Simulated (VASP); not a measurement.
## PbSe (distorted zincblende): one PBE single-point calculation in two programs

```
CELL_PARAMETERS angstrom
-0.08200 3.64120 3.56640
3.36770 0.06570 3.41870
3.41780 3.54350 0.01560
ATOMIC_POSITIONS crystal
Pb 0.97050 0.01970 0.02890
Se 0.23260 0.24970 0.25840
```

Each program uses its own PAW datasets. VASP's cell holds 20 valence electrons and Ansatz's 30. Ansatz's stress includes a Pulay correction; VASP's doesn't.

Cutoffs: 520 eV in VASP, 420 eV in Ansatz. k meshes: 6×6×6 and 6×6×6.

|  | VASP | Ansatz |
| --- | --- | --- |
| gap between bands v and c on the k mesh | 0.79 eV | 0.79 eV |
| least direct gap on the k mesh | 1.18 eV | 1.18 eV |
| pressure | -1.1 GPa | -1.0 GPa |
| largest force | 0.31 eV/Å | 0.31 eV/Å |

Forces (eV/Å), VASP:

| atom | Fx | Fy | Fz |
| --- | --- | --- | --- |
| Pb | -0.230 | -0.186 | -0.108 |
| Se | 0.230 | 0.186 | 0.108 |

Ansatz:

```
atom      Fx      Fy      Fz
  Pb  -0.229  -0.184  -0.107
  Se   0.229   0.184   0.107
```
